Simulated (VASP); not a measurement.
Here is a VASP 6.6.1 calculation.

File INCAR:

```
PREC = Accurate ; ENCUT = 520
EDIFF = 1E-7 ; ISMEAR = -1
SIGMA = 0.05 ; LREAL = False
LASPH = True ; NELM = 100
ALGO = Normal ; ISIF = 2
LWAVE = False ; LCHARG = True
GGA = PE ; LELF = True
LVHAR = True ; NBANDS = 22
```

Contents of KPOINTS:

```
regular mesh
0
Gamma
  6 6 9
```

File POSCAR:

```
Bi
1.0
    3.4885980000     -3.1325780000      0.0000000000
    3.4885980000      3.1325780000      0.0000000000
   -1.2602350000      0.0000000000      3.1135500000
Bi
2
Direct
    0.7530610000      0.7530610000      0.8573820000
    0.2469390000      0.2469390000      0.1426180000
```

Potentials or basis: VASP PAW PBE potentials, release 64 (Bi_d).

Launch:

```sh
$ cat potpaw_PBE.64/Bi_d/POTCAR > POTCAR
$ mpirun -np 1 vasp_std > vasp.out
```

**Question.** What does it give for the band gap on the k mesh?

**Answer.** None (metal or under the smearing width).

**Question.** Estimate the pressure.

**Answer.** 0.0 GPa.

**Question.** What does it give for the largest force?

**Answer.** 0.040 eV/Å.

Forces in eV/Å, atoms in the order of the input:
```
Bi   0.037  0.000  0.013
Bi  -0.037  0.000 -0.013
```

Caveat: spin-orbit coupling is left out, which moves the levels of the heavy elements.
